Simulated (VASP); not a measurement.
**Se: relaxation of cell and atoms with r2SCAN+rVV10**

Crystal: Se.

```
CELL_PARAMETERS angstrom
1.98440 1.14570 1.61629
-1.98440 1.14570 1.61629
0.00000 -2.29139 1.61629
ATOMIC_POSITIONS crystal
Se 0.00000 0.00000 0.00000
```

This isn't the form of Se at room conditions, which is trigonal, of chains.

```json
{"Program": "VASP 6.6.1", "Task": "relaxation of cell and atoms", "Functional": "r2SCAN", "Dispersion": "rVV10", "Potentials or basis": "VASP PAW PBE potentials, release 64 (Se)", "Cutoff": "520 eV", "k mesh": "21 × 21 × 21", "Occupations": "gaussian, width 0.1 eV", "Spin": "no spin polarisation", "Target pressure": "0.0001 GPa", "Further INCAR settings": "ALGO = Normal; EDIFF = 1e-07; IBRION = 2; EDIFFG = -0.002; NSW = 80; ISIF = 3"}
```

```
Relaxed volume                                         : 22.05 Å³/atom
Relaxed cell                                           : a = 2.804 Å, b = 2.804 Å, c = 2.804 Å, α = 89.99°, β = 89.99°, γ = 89.99°
Space group after relaxing (to 0.05 Å)                 : Pm-3m (No. 221)
Energy change on relaxing (the enthalpy is what falls) : -0.0 meV/atom
Ionic steps                                            : 11
Pressure after relaxing                                : 0.0 GPa
Band gap on the k mesh                                 : none (metal or under the smearing width)
```

Final structure:
```
Se
1.0
     1.98280    1.14477    1.61934
    -1.98280    1.14477    1.61934
     0.00000   -2.28954    1.61934
Se
1
Direct
  0.00000 0.00000 0.00000
```

Levels at points of the mesh, in eV from the Fermi level:
```csv
k point,band 1,band 2,band 3,band 4,band 5,band 6
"(0.00, 0.00, 0.00)",-17.00,1.47,1.47,1.48,8.13,8.13
```

It took 36 min on 1 thread of AMD EPYC 7R13 Processor (Zen 3), with other jobs on the host, peak memory 0.31 GiB.

Caveat: the cell is relaxed towards a set pressure, so the enthalpy falls and the energy may rise; the PAW data sets were made with another functional, which shifts forces and pressure a little.
